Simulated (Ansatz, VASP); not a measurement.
# Si (Si(110)): VASP beside Ansatz, part 2 of 2

Wanted: the spread between two codes on one cell, functional and k mesh. The structure shown is the end of the VASP relaxation below.

VASP 6.6.1 and Ansatz 0.2.0.

So far: Starting point; VASP: relaxation, PBE.

### Step 3. Ansatz: single point, PBE

Level of this step: Ansatz beside VASP: Kohn-Sham DFT, plane waves, PBE (Ansatz).

Ansatz runs on its default PAW (the set named soft_2) files.

The same cell, functional, mesh and smearing now go to Ansatz, which takes its cutoff from its data sets.

input.yaml reads:

```yaml
crystal:
  lattice:
    - [3.86694683, 0.0, 0.0]
    - [0.0, 5.46868865, 0.0]
    - [0.0, 0.0, 31.46778732]
  atoms:
    - { symbol: Si, position: [0.75, 0.39239174, 0.73931588] }
    - { symbol: Si, position: [0.25, 0.60760826, 0.73931588] }
    - { symbol: Si, position: [0.25, 0.88116841, 0.68384873] }
    - { symbol: Si, position: [0.75, 0.11883159, 0.68384873] }
    - { symbol: Si, position: [0.75, 0.37583486, 0.62306756] }
    - { symbol: Si, position: [0.25, 0.62416514, 0.62306756] }
    - { symbol: Si, position: [0.25, 0.87498322, 0.56146156] }
    - { symbol: Si, position: [0.75, 0.12501678, 0.56146156] }
    - { symbol: Si, position: [0.75, 0.37514289, 0.5] }
    - { symbol: Si, position: [0.25, 0.62485711, 0.5] }
    - { symbol: Si, position: [0.25, 0.87498322, 0.43853844] }
    - { symbol: Si, position: [0.75, 0.12501678, 0.43853844] }
    - { symbol: Si, position: [0.75, 0.37583486, 0.37693244] }
    - { symbol: Si, position: [0.25, 0.62416514, 0.37693244] }
    - { symbol: Si, position: [0.25, 0.88116841, 0.31615127] }
    - { symbol: Si, position: [0.75, 0.11883159, 0.31615127] }
    - { symbol: Si, position: [0.75, 0.39239174, 0.26068412] }
    - { symbol: Si, position: [0.25, 0.60760826, 0.26068412] }
hamiltonian:
  xc: pbe
  pseudopotentials: { kind: paw }
kpoints:
  mp_grid: { grid: [6, 5, 1] }
scf:
  occupations: { method: gaussian, width: 0.03 }
  n_extra_bands: 8
efield:
  axis: 3
  dipole_correction: true
  ramp_width: 0.04
output:
  forces: true
  eigenvalues: true
```

Command:

```console
$ ansatz run input.yaml --threads 8 --pin off --max-ram 18432MiB --backend cpu --events-out ev --progress --plain --runs-dir out
```

Numbers of over 12 decimals in the logs are rounded to 6 here.

Log:

```text
scf.n_extra_bands = 8 over 36 filled bands (N_el = 72.0): the run solves 44 bands
Engine: ansatz 0.2.0, aarch64-unknown-linux-gnu
Pseudopotentials: kind: paw
Pseudopotential: Si, paw, valence charge 4, recommended cutoff 420 eV (normal), Si.paw.azcp
Functional definition: PBE
  parameter kappa = 0.804
  parameter beta = 0.066725
  exchange = pbe_x(kappa = kappa, mu = beta*pi^2/3)
  correlation = pbe_c(beta = beta)
Crystal: 18 atoms, lattice volume = 665.453 Å³
Basis set: ecut = 420 eV, 13059 PW (Γ), exchange–correlation on 54×80×432 points (8 copies of the dense FFT grid, shifted against one another)
Bands: 44, of which v1, the nominal top of the filled ones, is band 36 counted from 1 (35 counted from 0)
Symmetry: 4 space group operations
k-points: 12 of 30
Non-local potential: Si, projectors of the file, l = 0: 2, l = 1: 2, l = 2: 2
PAW form: soft (Blöchl's): semilocal exchange-correlation on the pseudo side does not see the compensation charge
PAW one-centre angular grid: Si, 110 points (default); XC on 64 Gauss nodes
Initial density: superposition of atomic densities (neutral atoms: chi_scale 0, normalization atom), corrected by the library's trained network
Initial wavefunctions: pseudopotential atomic-orbital guess
Functional: x = pbe(κ = 0.804, μ = 0.219515), c = pbe(β = 0.066725)
SCF iter   1: F=—  HF=-11439.903640 eV  |F-HF|=—  |Δ(HF+E_count)|=         —  Δρ=2.93e-3  dr2=1.05e-1  ethr=1.77e-3  p=0.000 e·Å  D=4.32e-14 V/Å  ΔV_dip=-0.00 eV  dr2_dipole=5.28e-7  V_vac-E_F(+/−)=4.79/4.79 eV  ⟨swp⟩=11.0  Hψ=3406  notcnv=0  defer=4
efield: sawtooth ramp at fractional position 0.9800 (placed from the atoms, in the widest stretch of the axis that holds none; the zero of the levels goes with the place), width 0.0400; the density the first Hamiltonian is built on has a dipole p = 0.000 e·Å; the dipole correction subtracts the counter field D = 4.32e-14 V/Å, which shifts the + side's vacuum level by -0.00 eV against the − side's; the planar-averaged density in the ramp window peaks in size at 5.6e-6 e/Å³
preconditioner: auto → LDOS  [metal: Δε(μ)=0.008 eV  Ē_g=6.638 eV  σ=0.030 eV  W_gap=0.16  n_scr=66 (ndim 8)  ℏωp=12.2 eV  f_vac=0.396  D(μ)=14.39/eV (n_scr^D=74)  β→1.0]
SCF iter   2: F=—  HF=-11439.892366 eV  |F-HF|=—  |Δ(HF+E_count)|=   1.13e-2  Δρ=1.07e-3  dr2=1.45e-2  ethr=1.46e-4  p=0.000 e·Å  D=1.90e-6 V/Å  ΔV_dip=-0.00 eV  dr2_dipole=2.83e-7  V_vac-E_F(+/−)=4.83/4.83 eV  ⟨swp⟩=3.3  Hψ=1196  notcnv=0  defer=28
SCF iter   3: F=—  HF=-11439.891709 eV  |F-HF|=—  |Δ(HF+E_count)|=   6.57e-4  Δρ=2.99e-4  dr2=6.01e-3  ethr=2.02e-5  p=0.000 e·Å  D=8.94e-7 V/Å  ΔV_dip=-0.00 eV  dr2_dipole=5.91e-8  V_vac-E_F(+/−)=4.84/4.84 eV  ⟨swp⟩=2.0  Hψ=969  notcnv=0  defer=28
SCF iter   4: F=—  HF=-11439.891588 eV  |F-HF|=—  |Δ(HF+E_count)|=   1.21e-4  Δρ=1.88e-4  dr2=2.57e-3  ethr=8.35e-6  p=0.000 e·Å  D=4.35e-7 V/Å  ΔV_dip=-0.00 eV  dr2_dipole=3.18e-10  V_vac-E_F(+/−)=4.83/4.83 eV  ⟨swp⟩=2.5  Hψ=824  notcnv=0  defer=28
SCF iter   5: F=—  HF=-11439.891425 eV  |F-HF|=—  |Δ(HF+E_count)|=   1.63e-4  Δρ=9.74e-5  dr2=8.71e-4  ethr=3.56e-6  p=0.000 e·Å  D=1.78e-7 V/Å  ΔV_dip=-0.00 eV  dr2_dipole=4.08e-9  V_vac-E_F(+/−)=4.83/4.83 eV  ⟨swp⟩=2.3  Hψ=856  notcnv=0  defer=28
SCF iter   6: F=—  HF=-11439.891339 eV  |F-HF|=—  |Δ(HF+E_count)|=   8.64e-5  Δρ=4.94e-5  dr2=1.05e-4  ethr=1.21e-6  p=-0.000 e·Å  D=-4.15e-8 V/Å  ΔV_dip=0.00 eV  dr2_dipole=3.92e-9  V_vac-E_F(+/−)=4.82/4.82 eV  ⟨swp⟩=2.1  Hψ=561  notcnv=0  defer=28
SCF iter   7: F=—  HF=-11439.891348 eV  |F-HF|=—  |Δ(HF+E_count)|=   9.54e-6  Δρ=2.27e-5  dr2=9.94e-6  ethr=1.46e-7  p=-0.000 e·Å  D=-8.49e-8 V/Å  ΔV_dip=0.00 eV  dr2_dipole=3.26e-10  V_vac-E_F(+/−)=4.81/4.81 eV  ⟨swp⟩=2.4  Hψ=836  notcnv=0  defer=28
SCF iter   8: F=—  HF=-11439.891290 eV  |F-HF|=—  |Δ(HF+E_count)|=   5.82e-5  Δρ=6.93e-6  dr2=1.11e-6  ethr=1.38e-8  p=-0.000 e·Å  D=-6.61e-8 V/Å  ΔV_dip=0.00 eV  dr2_dipole=1.60e-10  V_vac-E_F(+/−)=4.81/4.81 eV  ⟨swp⟩=2.0  Hψ=881  notcnv=0  defer=28
SCF iter   9: F=—  HF=-11439.891290 eV  |F-HF|=—  |Δ(HF+E_count)|=   3.61e-7  Δρ=2.89e-6  dr2=2.84e-7  ethr=1.55e-9  p=-0.000 e·Å  D=-5.23e-8 V/Å  ΔV_dip=0.00 eV  dr2_dipole=2.95e-11  V_vac-E_F(+/−)=4.81/4.81 eV  ⟨swp⟩=2.1  Hψ=859  notcnv=0  defer=28
SCF iter  10: F=-11439.891290 eV  HF=-11439.891290 eV  |F-HF|=1.03e-8  |Δ(HF+E_count)|=   5.74e-8  Δρ=1.11e-6  dr2=3.20e-8  ethr=1.39e-10  p=-0.000 e·Å  D=-3.03e-8 V/Å  ΔV_dip=0.00 eV  dr2_dipole=5.51e-12  V_vac-E_F(+/−)=4.81/4.81 eV  ⟨swp⟩=15.3  Hψ=2787  notcnv=0
SCF 1 converged in 10 iterations: F = -11439.891290 eV  dr2 = 3.20e-8
  greatest PAW one-centre occupation: 0.650 electrons in one spin orbital (limit 2), on the Si atom at site 0 (counted from 0), in its partial waves of l = 0
SCF converged after 10 iterations
Free energy (F): -11439.891290 eV
Harris-Foulkes:  -11439.891290 eV  (|F-HF|=1.03e-8)
Internal energy: -11439.884344 eV  (E = F + TS)
E sigma→0 (E₀):  -11439.887817 eV
Entropy (-TS):   -0.006947 eV (-0.386 meV/atom)
Fermi energy:    1.215577 eV
Dipole field:    D = -0.000002 V/Å  (p = -0.000006 e·Å, saw-weighted, corrected)
Work function:   Φ+ = 4.8139 eV   Φ− = 4.8139 eV
Levels:          The Fermi level and band energies are counted from a zero that moves with the ramp; work functions are not
--- Per-component energies (eV) ---
  E_band       = -274.408497
  E_kinetic    = 720.007913
  E_local      = -24615.815308  (includes V_loc(G=0)·N_el)
  E_nonlocal   = 468.046768
  E_hartree    = 12016.164535
  E_xc         = -989.003049
  E_vxc        = -835.228627  (∫ρ·V_xc dr)
  E_paw        = -9229.281019  (= ΣΔE_a)
  E_vpaw       = -43.759842  (= ΣTr[D̂ρ^β])
  E_aug_tail   = 0.000113  (compensation charges beyond the density's cutoff)
  E_efield     = 0.000000  (sawtooth field / dipole correction)
  E_vefield    = 0.000000  (∫n·V_field dr)
  E_ewald      = 10189.995703
  E_smearing   = -0.006947  (= −TS)
  E_closure    = -0.000000  (closes the sum)
  Σ components = -11439.891290   (vs F -11439.891290, Δ=0.00e0)
--- Forces (eV/Å), atoms counted from 1 ---
  atom   1  Si    -0.00000000    -0.00844933     0.00723090
  atom   2  Si     0.00000000     0.00844933     0.00723090
  atom   3  Si     0.00000000     0.00318391    -0.00908177
  atom   4  Si    -0.00000000    -0.00318391    -0.00908177
  atom   5  Si    -0.00000000     0.02787855    -0.00020436
  atom   6  Si     0.00000000    -0.02787855    -0.00020436
  atom   7  Si    -0.00000000     0.00863342     0.00572144
  atom   8  Si     0.00000000    -0.00863342     0.00572144
  atom   9  Si    -0.00000000     0.02585272    -0.00000016
  atom  10  Si     0.00000000    -0.02585272    -0.00000016
  atom  11  Si    -0.00000000     0.00863333    -0.00572128
  atom  12  Si     0.00000000    -0.00863333    -0.00572128
  atom  13  Si    -0.00000000     0.02787851     0.00020439
  atom  14  Si     0.00000000    -0.02787851     0.00020439
  atom  15  Si     0.00000000     0.00318398     0.00908207
  atom  16  Si    -0.00000000    -0.00318398     0.00908207
  atom  17  Si    -0.00000000    -0.00844960    -0.00723100
  atom  18  Si     0.00000000     0.00844960    -0.00723100
  max |Σ_I F_I| component: 4.76e-7 eV/Å
--- Band table (eV; the first three rows and the last of 12) ---
  k-point 0: bands = [... 32 lower, 0.7760, 0.9512, 1.2103, 1.3330, 1.8148, 1.9987, 2.1590, 2.4012, ... 4 higher]
  k-point 1: bands = [... 32 lower, 0.3916, 0.4473, 1.0129, 1.2068, 1.9092, 2.0884, 2.1059, 2.3122, ... 4 higher]
  k-point 2: bands = [... 32 lower, -0.1716, -0.1277, 0.9036, 0.9855, 1.4160, 1.5941, 2.4562, 2.7527, ... 4 higher]
  k-point 11: bands = [... 32 lower, -0.5510, -0.5510, 1.1638, 1.1638, 1.3822, 1.3822, 3.2615, 3.2615, ... 4 higher]
```

Wall time 9.2 s (8 threads of Arm Neoverse N1, shared host); peak memory 1.4 GiB.

The column dr2 measures how far the density is from self-consistency, as an energy; F and HF (Harris–Foulkes) agree once it is small.

### Step 4. Differences

Known differences besides the potentials themselves: the cutoff is 420 eV in Ansatz and 320 eV in VASP (PREC = Normal, projectors in real space); VASP leaves aspherical gradient terms in its spheres out (LASPH is not set), Ansatz keeps them. Total energies have different zeros and are not compared.

At this near-relaxed geometry the largest component of a force difference is 14 meV/Å. VASP's last cycles still show a density residual of 4e-03, so its state may not be settled.

### Step 5. What came out

```
r.m.s. force difference (single point, PBE) : 6.7 meV/Å
```

The r.m.s. force difference is 6.7 meV/Å (single point, PBE), within the 12 meV/Å picked in this series as the mark of a large difference. How closely two codes agree says nothing of how well the functional describes the real material.

[Lines on the potential files, build, host, timing and source positions are cut from VASP's logs without a mark.]

[Logs are printed without paths, hosts, clocks, repeated set-up lines and the standing remarks that a program may print on its own settings, such as how far it seeks lower states.]

[Hosts, paths, dates, database ids (printed as entryN), source tags and the programs' standing remarks are cut or masked in the printed files.]
